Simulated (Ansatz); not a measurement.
Wanted: the native input for an Ansatz 0.2.0 run.

| Property | Result |
| --- | --- |
| Task | single point |
| Functional | PBE |
| Potentials or basis | all-electron LAPW, scalar-relativistic |
| Cutoff | 255 eV (chosen from the basis error) |
| Basis error allowed | 0.001 eV/atom |
| k mesh | 9 × 9 × 9 |
| Occupations | gaussian, width 0.021 eV |
| Spin | collinear spin, ferromagnetic start |
| Starting moments | [1.0, 0.0] μB |

Crystal: AlNi.

```
CELL_PARAMETERS angstrom
2.88100 0.00000 0.00000
0.00000 2.88100 0.00000
0.00000 0.00000 2.88100
ATOMIC_POSITIONS crystal
Ni 0.50000 0.50000 0.50000
Al 0.00000 0.00000 0.00000
```

These files were run (other wordings do the same):

input.yaml

```yaml
crystal:
  lattice:
    - [2.881, 0.0, 0.0]
    - [0.0, 2.881, 0.0]
    - [0.0, 0.0, 2.881]
  atoms:
    - { symbol: Ni, position: [0.5, 0.5, 0.5], spin: 1.0 }
    - { symbol: Al, position: [0.0, 0.0, 0.0] }
kpoints:
  mp_grid: { grid: [9, 9, 9] }
scf:
  occupations: { method: gaussian, width: 0.021 }
hamiltonian:
  xc: pbe
  pseudopotentials: { kind: all_electron, lapw: { basis_error: 0.001 } }
magnetization:
  spin_polarized: true
output:
  forces: true
  stress: true
  eigenvalues: true
```

Potentials or basis: all-electron LAPW, scalar-relativistic.

Command:

```console
$ ansatz run input.yaml --threads 2 --pin off --max-ram 6144MiB --backend cpu --events-out ev --progress --plain --runs-dir out
```

It gave:

```yaml
Pressure: 1.9 GPa
Band_gap_on_the_k_mesh: none (metal or under the smearing width)
Net_moment: 0.00 μB per cell
Absolute_moment: 0.00 μB per cell
```

Caveat: the starting moments weren't kept.

Wall time 6.4 s on 2 threads of Arm Neoverse V2, on a shared host, peak memory 0.38 GiB.
